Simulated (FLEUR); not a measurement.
# Al (Fm-3m) in FLEUR: a series of runs

Runs on Al. Level: PBEsol. Tasks: band structure, equation of state.

Program: FLEUR MaX-R8.1 (later development tree). These are calculated values, not measurements. Logs are shortened: lines on timing, memory, paths and dates and some standing lists are left out, and cuts for length are marked.

**The experiment to reproduce.**

“The interpretation of polycrystalline coherent inelastic neutron scattering from aluminium”, 2013, pmc:3831299 quotes, for a bulk crystal of Al: bulk modulus 76.9 GPa.

The runs below are set against these values where they give the same quantity.

**1. The structure**

It takes space group Fm-3m (No. 225, cubic). Conventional cell: a = 4.050 Å, b = 4.050 Å, c = 4.050 Å, α = 90.00°, β = 90.00°, γ = 90.00°. Around Al (site symmetry m-3m) lie 12 Al at 2.86 Å.

**2. Band structure, PBEsol**

Input file inp.xml:

```xml
<?xml version="1.0" encoding="UTF-8" standalone="no"?>
<fleurInput fleurInputVersion="0.39">
   <comment>
      Al                                                                                                  
   </comment>
   <calculationSetup>
      <cutoffs Kmax="4.1" Gmax="12.7" GmaxXC="12.7" numbands="0"/>
      <scfLoop itmax="60" minDistance="0.00001" maxIterBroyd="15" imix="Anderson" alpha="0.05" precondParam="0.0" spinf="2.0" sdNocoIR="T"/>
      <coreElectrons ctail="T" frcor="F" kcrel="0" coretail_lmax="0"/>
      <xcFunctional name="PBEs" relativisticCorrections="F"/>
      <magnetism jspins="1"/>
      <soc l_soc="F" theta="0.0" phi="0.0" spav="F"/>
      <expertModes spex="0" secvar="F"/>
      <geometryOptimization l_f="F" forcealpha="1.0" forcemix="BFGS" epsdisp="0.00001" epsforce="0.00001"/>
      <ldaU l_linMix="F" mixParam="0.05" spinf="1.0"/>
   </calculationSetup>
   <cell>
      <bzIntegration valenceElectrons="11.0" mode="hist" fermiSmearingEnergy="0.00183747">
         <kPointListSelection listName="default-1"/>
         <!-- k-points included here -->
         <xi:include xmlns:xi="http://www.w3.org/2001/XInclude" href="kpts.xml"> </xi:include>
      </bzIntegration>
      <!-- symmetry operations included here -->
      <xi:include xmlns:xi="http://www.w3.org/2001/XInclude" href="sym.xml"> </xi:include>
      <bulkLattice scale="1.0">
         <bravaisMatrix>
            <row-1>    0.0000000000000000     3.8263269057207032     3.8263269057207032</row-1>
            <row-2>    3.8263269057207032     0.0000000000000000     3.8263269057207032</row-2>
            <row-3>    3.8263269057207032     3.8263269057207032     0.0000000000000000</row-3>
         </bravaisMatrix>
      </bulkLattice>
   </cell>
   <atomSpecies>
      <species name="Aluminum (Al)" element="Al" atomicNumber="13">
         <mtSphere radius="2.51" gridPoints="829" logIncrement="0.014"/>
         <atomicCutoffs lmax="10" lnonsphr="8"/>
         <electronConfig flipSpins="F">
            <coreConfig>(1s1/2)</coreConfig>
            <valenceConfig>(2s1/2) (2p1/2) (2p3/2) (3s1/2) (3p1/2) (3p3/2)</valenceConfig>
            <stateOccupation state="(3p1/2)" spinUp="0.166667" spinDown="0.166667"/>
            <stateOccupation state="(3p3/2)" spinUp="0.333333" spinDown="0.333333"/>
         </electronConfig>
         <energyParameters s="3" p="3" d="3" f="4"/>
         <lo type="SCLO" l="0" n="2" eDeriv="0"/>
         <lo type="SCLO" l="1" n="2" eDeriv="0"/>
         <lo type="SCLO" l="2" n="3" eDeriv="2"/>
         <lo type="SCLO" l="3" n="4" eDeriv="2"/>
      </species>
   </atomSpecies>
   <atomGroups>
      <atomGroup species="Aluminum (Al)">
         <relPos label="                   1">.0000000000 .0000000000 .0000000000</relPos>
         <force calculate="T" relaxXYZ="TTT"/>
      </atomGroup>
   </atomGroups>
   <output dos="F" band="F" slice="F">
      <checks vchk="F" cdinf="F"/>
      <bandDOS minEnergy="-.5*Htr" maxEnergy="0.5*Htr" sigma="0.015" storeEVData="T"/>
      <vacuumDOS vacdos="F" integ="F" star="F" nstars="0" locx1="0.0" locy1="0.0" locx2="0.0" locy2="0.0" nstm="0" tworkf="0.0"/>
      <unfoldingBand unfoldBand="F" supercellX="1" supercellY="1" supercellZ="1"/>
      <plotting iplot="0" polar="F">
         <plot TwoD="T" vec1="  1.0  0.0  0.0" vec2="  0.0  1.0  0.0" vec3="  0.0  0.0  1.0" zero="  0.0  0.0  0.0" file="plot"/>
      </plotting>
      <chargeDensitySlicing numkpt="0" minEigenval="0.0" maxEigenval="0.0" nnne="0" pallst="F"/>
      <specialOutput eonly="F"/>
      <moessbauerParams electricFieldGradient="T" isomerShift="T" coreHyperfine="T" valenceHyperfine="T"/>
      <magneticCircularDichroism mcd="F" energyLo="-10.0" energyUp="0.0"/>
   </output>
  <!-- We include the file relax.xml here to enable relaxations (see documentation) -->
  <xi:include xmlns:xi="http://www.w3.org/2001/XInclude" href="relax.xml"> <xi:fallback/> </xi:include>
</fleurInput>
```

Input file crystal.txt:

```
Al
&input cartesian=F /
0.0000000000  2.0248050000  2.0248050000
2.0248050000  0.0000000000  2.0248050000
2.0248050000  2.0248050000  0.0000000000
1.8897261246
1.0 1.0 1.0

1
13 0.0000000000  0.0000000000  0.0000000000

&kpt div1=11 div2=11 div3=11 gamma=T /
```

Input file inp.xml (bands):

```
<?xml version="1.0" encoding="UTF-8" standalone="no"?>
<fleurInput fleurInputVersion="0.39">
   <comment>
      Al                                                                                                  
   </comment>
   <calculationSetup>
      <cutoffs Kmax="4.1" Gmax="12.7" GmaxXC="12.7" numbands="0"/>
      <scfLoop itmax="60" minDistance="0.00001" maxIterBroyd="15" imix="Anderson" alpha="0.05" precondParam="0.0" spinf="2.0" sdNocoIR="T"/>
      <coreElectrons ctail="T" frcor="F" kcrel="0" coretail_lmax="0"/>
      <xcFunctional name="PBEs" relativisticCorrections="F"/>
      <magnetism jspins="1"/>
      <soc l_soc="F" theta="0.0" phi="0.0" spav="F"/>
      <expertModes spex="0" secvar="F"/>
      <geometryOptimization l_f="F" forcealpha="1.0" forcemix="BFGS" epsdisp="0.00001" epsforce="0.00001"/>
      <ldaU l_linMix="F" mixParam="0.05" spinf="1.0"/>
   </calculationSetup>
   <cell>
      <bzIntegration valenceElectrons="11.0" mode="hist" fermiSmearingEnergy="0.00183747">
         <kPointListSelection listName="path-1"/>
         <!-- k-points included here -->
         <xi:include xmlns:xi="http://www.w3.org/2001/XInclude" href="kpts.xml"> </xi:include>
      </bzIntegration>
      <!-- symmetry operations included here -->
      <xi:include xmlns:xi="http://www.w3.org/2001/XInclude" href="sym.xml"> </xi:include>
      <bulkLattice scale="1.0">
         <bravaisMatrix>
            <row-1>    0.0000000000000000     3.8263269057207032     3.8263269057207032</row-1>
            <row-2>    3.8263269057207032     0.0000000000000000     3.8263269057207032</row-2>
            <row-3>    3.8263269057207032     3.8263269057207032     0.0000000000000000</row-3>
         </bravaisMatrix>
      </bulkLattice>
   </cell>
   <atomSpecies>
      <species name="Aluminum (Al)" element="Al" atomicNumber="13">
         <mtSphere radius="2.51" gridPoints="829" logIncrement="0.014"/>
         <atomicCutoffs lmax="10" lnonsphr="8"/>
         <electronConfig flipSpins="F">
            <coreConfig>(1s1/2)</coreConfig>
            <valenceConfig>(2s1/2) (2p1/2) (2p3/2) (3s1/2) (3p1/2) (3p3/2)</valenceConfig>
            <stateOccupation state="(3p1/2)" spinUp="0.166667" spinDown="0.166667"/>
            <stateOccupation state="(3p3/2)" spinUp="0.333333" spinDown="0.333333"/>
         </electronConfig>
         <energyParameters s="3" p="3" d="3" f="4"/>
         <lo type="SCLO" l="0" n="2" eDeriv="0"/>
         <lo type="SCLO" l="1" n="2" eDeriv="0"/>
         <lo type="SCLO" l="2" n="3" eDeriv="2"/>
         <lo type="SCLO" l="3" n="4" eDeriv="2"/>
      </species>
   </atomSpecies>
   <atomGroups>
      <atomGroup species="Aluminum (Al)">
         <relPos label="                   1">.0000000000 .0000000000 .0000000000</relPos>
         <force calculate="T" relaxXYZ="TTT"/>
      </atomGroup>
   </atomGroups>
   <output dos="F" band="T" slice="F">
      <checks vchk="F" cdinf="F"/>
      <bandDOS minEnergy="-.5*Htr" maxEnergy="0.5*Htr" sigma="0.015" storeEVData="T"/>
      <vacuumDOS vacdos="F" integ="F" star="F" nstars="0" locx1="0.0" locy1="0.0" locx2="0.0" locy2="0.0" nstm="0" tworkf="0.0"/>
      <unfoldingBand unfoldBand="F" supercellX="1" supercellY="1" supercellZ="1"/>
      <plotting iplot="0" polar="F">
         <plot TwoD="T" vec1="  1.0  0.0  0.0" vec2="  0.0  1.0  0.0" vec3="  0.0  0.0  1.0" zero="  0.0  0.0  0.0" file="plot"/>
      </plotting>
      <chargeDensitySlicing numkpt="0" minEigenval="0.0" maxEigenval="0.0" nnne="0" pallst="F"/>
      <specialOutput eonly="F"/>
      <moessbauerParams electricFieldGradient="T" isomerShift="T" coreHyperfine="T" valenceHyperfine="T"/>
      <magneticCircularDichroism mcd="F" energyLo="-10.0" energyUp="0.0"/>
   </output>
  <!-- We include the file relax.xml here to enable relaxations (see documentation) -->
  <xi:include xmlns:xi="http://www.w3.org/2001/XInclude" href="relax.xml"> <xi:fallback/> </xi:include>
</fleurInput>
```

Potentials or basis: all-electron, FLAPW.

Started as:

```console
$ inpgen -f crystal.txt -profile fastHighL
$ # inp.xml edited to the form shown
$ fleur_MPI
$ fleur_MPI   # second run, on inp.xml (bands)
```

Standard output:

```text
Welcome to FLEUR        (www.flapw.de)
      MaX-Release 8.1          (www.max-centre.eu)

 ========== k-point set info ==========
 Selected k-point list: default-1
 k-point list type: mesh
 11 x 11 x 11
 Number of k points: 56

 ------------Calculation Setup---------------------------
 Number of MPI-tasks      :            1
 Number of PE/node        :            1
 Number of OMP-threads    :            1
 Most efficient MPI parallelization for:
           1           2           4           7           8          14          28          56
 Additional eigenvalue parallelization possible
 Number of basis functions:          166
 Approximate size of matrices (H+S) per k-point:         0.000 GB
 --------------------------------------------------------
 Iteration:     1   Distance:       3.80192909 me/bohr^3
 Iteration:     2   Distance:       3.58907961 me/bohr^3
 Iteration:     3   Distance:       1.10659307 me/bohr^3
 Iteration:     4   Distance:       0.12339102 me/bohr^3
 Iteration:     5   Distance:       0.09195899 me/bohr^3
 Iteration:     6   Distance:       0.00462670 me/bohr^3
 Iteration:     7   Distance:       0.00563497 me/bohr^3
 Iteration:     8   Distance:       0.00016769 me/bohr^3
 Iteration:     9   Distance:       0.00003473 me/bohr^3
 Iteration:    10   Distance:       0.00000167 me/bohr^3

 ********************************************************************
 Run finished successfully
 Stop message:
   all done
 ********************************************************************
```

output (bands):

```text
Welcome to FLEUR        (www.flapw.de)
      MaX-Release 8.1          (www.max-centre.eu)

 ========== k-point set info ==========
 Selected k-point list: path-1
 k-point list type: path
 Number of k points: 60

 ------------Calculation Setup---------------------------
 Number of MPI-tasks      :            1
 Number of PE/node        :            1
 Number of OMP-threads    :            1
 Most efficient MPI parallelization for:
           1           2           3           4           5           6          10          12          15          20          30          60
 Additional eigenvalue parallelization possible
 Number of basis functions:          166
 Approximate size of matrices (H+S) per k-point:         0.000 GB
 --------------------------------------------------------
 Fermi energy correction for metals:
 Fermi energy in bands.* files may not be consistent with last density.
 Please correct it manually (e.g. in band.gnu file).

 Note: Band structure data (together with different weights) is also stored in the banddos.hdf file.
       A convenient way of extracting and plotting the data from that file is by making use of the

 ********************************************************************
 Run finished successfully
 Stop message:
   Charge density postprocessing done.
 ********************************************************************
```

out.xml (last iteration):

```text
<iteration numberForCurrentRun="   10" overallNumber="   10">
         <energyParameters units="Htr">
            <atomicEP atomType="1" spin="1" branch="3s" branchLowest="-3.51" branchHighest="0.91" value="0.0723928650"/>
            <atomicEP atomType="1" spin="1" branch="3p" branchLowest="-2.10" branchHighest="1.31" value="0.2334942798"/>
            <atomicEP atomType="1" spin="1" branch="3d" branchLowest="-9.99" branchHighest="1.69" value="0.4152240327"/>
            <atomicEP atomType="1" spin="1" branch="4f" branchLowest="-9.99" branchHighest="3.23" value="0.5843556758"/>
            <loAtomicEP atomType="1" spin="1" branch="2s" branchLowest="-54.95" branchHighest="-3.51" value="-3.5098269796"/>
            <loAtomicEP atomType="1" spin="1" branch="2p" branchLowest="-9.99" branchHighest="-2.10" value="-2.1017073814"/>
            <loAtomicEP atomType="1" spin="1" branch="3d" branchLowest="-9.99" branchHighest="1.69" value="0.4152236665"/>
            <loAtomicEP atomType="1" spin="1" branch="4f" branchLowest="-9.99" branchHighest="3.23" value="0.5843581372"/>
         </energyParameters>
         <eigenvalues>
            <eigenvaluesAt spin="1" ikpt="1" k_x="0.00000000" k_y="0.00000000" k_z="0.00000000">
                      -3.5099259171       -2.1013168813       -2.1013168813       -2.1013168813       -0.1294771600
                       0.7397532159        0.7397532159        0.7397532159        0.7945360724
            </eigenvaluesAt>
            <eigenvaluesAt spin="1" ikpt="2" k_x="0.00000000" k_y="0.00000000" k_z="0.09090909">
                      -3.5099179687       -2.1013813544       -2.1013270033       -2.1013270033       -0.1212552276
                       0.6328686000        0.7162289062        0.7162289062        0.8196654385
            </eigenvaluesAt>
            <eigenvaluesAt spin="1" ikpt="3" k_x="0.00000000" k_y="0.00000000" k_z="0.18181818">
                      -3.5098967871       -2.1015541661       -2.1013541311       -2.1013541311       -0.0966740309
                       0.4990461160        0.6893372100        0.6893372100        0.8115282789
            </eigenvaluesAt>
            <eigenvaluesAt spin="1" ikpt="4" k_x="0.00000000" k_y="0.00000000" k_z="0.27272727">
                      -3.5098691780       -2.1017801758       -2.1013896814       -2.1013896814       -0.0559752027
                       0.3733107866        0.6743092792        0.6743092792        0.8031482273
            </eigenvaluesAt>
         </eigenvalues>
         <bandgap value="0.2342462575" units="eV"/>
         <sumValenceSingleParticleEnergies value="-19.2818306536" units="Htr"/>
         <FermiEnergy value="0.2782677425" units="Htr"/>
         <valenceDensity>
            <mtCharges spin="1">
               <mtCharge atomType="1" total="9.8314285" s="2.8192073" p="6.8282256" d="0.1714448" f="0.0116118"/>
            </mtCharges>
            <spinDependentCharge spin="1" total="11.0000000" interstitial="1.1685715" mtSpheres="9.8314285"/>
            <totalCharge value="11.0000000000"/>
         </valenceDensity>
         <coreStates atomType="     1" atomicNumber=" 13" spin="1" kinEnergy="    158.8669935289" eigValSum="   -109.9050549991" lostElectrons=" 0.000000">
            <state n="1" l="0" j="0.5" energy="-54.9525274996" weight="1.0000000000"/>
         </coreStates>
         <allElectronCharges>
            <spinDependentCharge spin="1" total="13.0000000" interstitial="1.1685715" mtSpheres="11.8314285"/>
            <totalCharge value="13.0000000001"/>
         </allElectronCharges>
         <moessbauerParams unitsHFF="kG" unitsIS="e/bohr^3" unitsEFG="Htr/bohr^2">
            <coreIsomerShift atomType="1" isTotal="1397.30121">
               <shell n="1" l="0" isomerShift="1397.30121"/>
            </coreIsomerShift>
            <isomerShift atomType="1" nucleusRadius="0.0000708" averageDensity="1496.11440"/>
            <electricFieldGradient atomType="1" VXX="0.00000" VYY="0.00000" VZZ="0.00000" asymParam="0.00000">
            </electricFieldGradient>
         </moessbauerParams>
         <totalEnergy                                    value="     -242.3465282091" units="Htr">
            <sumOfEigenvalues                            value="     -129.1868856527">
               <coreElectrons value="-109.9050549991"/>
               <valenceElectrons value="-19.2818306536"/>
            </sumOfEigenvalues>
            <densityCoulombPotentialIntegral value="-348.2636225237"/>
            <densityEffectivePotentialIntegral value="-371.9194766767"/>
            <chargeDenXCDenIntegral value="-18.1414370532"/>
            <FockExchangeEnergyValence value="0.0000000000"/>
            <FockExchangeEnergyCore value="0.0000000000"/>
            <atomTypeDependentContributions atomType="1">
               <electronNucleiInteractionDifferentMTs value="288.1799120297"/>
               <MadelungTerm value="-4.6259588883"/>
            </atomTypeDependentContributions>
            <tkbTimesEntropy value="0.0001469609"/>
            <freeEnergy value="-242.3466751699"/>
            <extrapolationTo0K value="-242.3466016895"/>
         </totalEnergy>
         <densityConvergence units="me/bohr^3">
            <chargeDensity spin="1" distance="0.0000016747"/>
         </densityConvergence>
      </iteration>
```

It took 7.3 s on 1 thread of Arm Neoverse V2, shared host; peak memory 0.06 GiB.

Results:

- Free energy: -6594.5890 eV
- Band gap along the path: none (metal or under the smearing width)
- Valence electrons inside the program's atomic spheres: Al 9.83 (radii Al 2.51 bohr)

Levels at the corners of the path, in eV from the Fermi level:
```
point  band 5  band 6  band 7  band 8  band 9
    Γ  -11.10   12.56   12.56   12.56   14.05
    X   -2.91   -1.62    5.25    5.54    5.54
    W   -0.85   -0.85    0.16    1.06   15.76
    K   -1.88   -1.36   -0.42    6.51    8.17
    Γ  -11.10   12.56   12.56   12.56   14.05
    L   -4.58   -4.38   11.34   11.34   11.40
    U   -1.88   -1.36   -0.42    6.51    8.17
    W   -0.85   -0.85    0.16    1.06   15.76
    L   -4.58   -4.38   11.34   11.34   11.40
    K   -1.88   -1.36   -0.42    6.51    8.17
    U   -1.88   -1.36   -0.42    6.51    8.17
    X   -2.91   -1.62    5.25    5.54    5.54
```

Core levels (eV from the Fermi level):
```
atom         levels
1 Al  1s1/2 -1502.9
```

**3. Equation of state, PBEsol, 15.61 Å³/atom (volume scaled by 0.94)**

inp.xml, as its differences from that of step 2:

```diff
@@ -24,3 +24,3 @@
       <xi:include xmlns:xi="http://www.w3.org/2001/XInclude" href="sym.xml"> </xi:include>
-      <bulkLattice scale="1.0">
+      <bulkLattice scale="0.9795861087">
          <bravaisMatrix>
@@ -34,3 +34,3 @@
       <species name="Aluminum (Al)" element="Al" atomicNumber="13">
-         <mtSphere radius="2.51" gridPoints="829" logIncrement="0.014"/>
+         <mtSphere radius="2.45" gridPoints="829" logIncrement="0.014"/>
          <atomicCutoffs lmax="10" lnonsphr="8"/>
```

Potentials or basis: all-electron, FLAPW.

Started as:

```console
$ inpgen -f crystal.txt -profile fastHighL
$ # inp.xml edited to the form shown
$ fleur_MPI
```

Standard output:

```text
Welcome to FLEUR        (www.flapw.de)
      MaX-Release 8.1          (www.max-centre.eu)

 ========== k-point set info ==========
 Selected k-point list: default-1
 k-point list type: mesh
 11 x 11 x 11
 Number of k points: 56

 ------------Calculation Setup---------------------------
 Number of MPI-tasks      :            1
 Number of PE/node        :            1
 Number of OMP-threads    :            1
 Most efficient MPI parallelization for:
           1           2           4           7           8          14          28          56
 Additional eigenvalue parallelization possible
 Number of basis functions:          157
 Approximate size of matrices (H+S) per k-point:         0.000 GB
 --------------------------------------------------------
 Iteration:     1   Distance:       3.98692864 me/bohr^3
 Iteration:     2   Distance:       3.76737835 me/bohr^3
 Iteration:     3   Distance:       1.14936561 me/bohr^3
 Iteration:     4   Distance:       0.12300003 me/bohr^3
 Iteration:     5   Distance:       0.09647035 me/bohr^3
 Iteration:     6   Distance:       0.00472175 me/bohr^3
 Iteration:     7   Distance:       0.00572509 me/bohr^3
 Iteration:     8   Distance:       0.00014610 me/bohr^3
 Iteration:     9   Distance:       0.00002546 me/bohr^3
 Iteration:    10   Distance:       0.00000272 me/bohr^3

 ********************************************************************
 Run finished successfully
 Stop message:
   all done
 ********************************************************************
```

out.xml (last iteration):

```text
<iteration numberForCurrentRun="   10" overallNumber="   10">
         <energyParameters units="Htr">
            <atomicEP atomType="1" spin="1" branch="3s" branchLowest="-3.48" branchHighest="1.01" value="0.0814892293"/>
            <atomicEP atomType="1" spin="1" branch="3p" branchLowest="-2.07" branchHighest="1.42" value="0.2398050699"/>
            <atomicEP atomType="1" spin="1" branch="3d" branchLowest="-9.99" branchHighest="1.78" value="0.4194772224"/>
[... 62 lines left out ...]
            </atomTypeDependentContributions>
            <tkbTimesEntropy value="0.0001379080"/>
            <freeEnergy value="-242.3465428839"/>
            <extrapolationTo0K value="-242.3464739299"/>
         </totalEnergy>
         <densityConvergence units="me/bohr^3">
            <chargeDensity spin="1" distance="0.0000027249"/>
         </densityConvergence>
      </iteration>
```

It took 5.9 s on 1 thread of Arm Neoverse V2, shared host; peak memory 0.08 GiB.

Results:

```yaml
Free_energy: -6594.5854 eV
Band_gap_on_the_k_mesh: none (metal or under the smearing width)
Valence_electrons_inside_the_program's_atomic_spheres: Al 9.79 (radii Al 2.45 bohr)
```

(Part 1 of 2 ends here.)
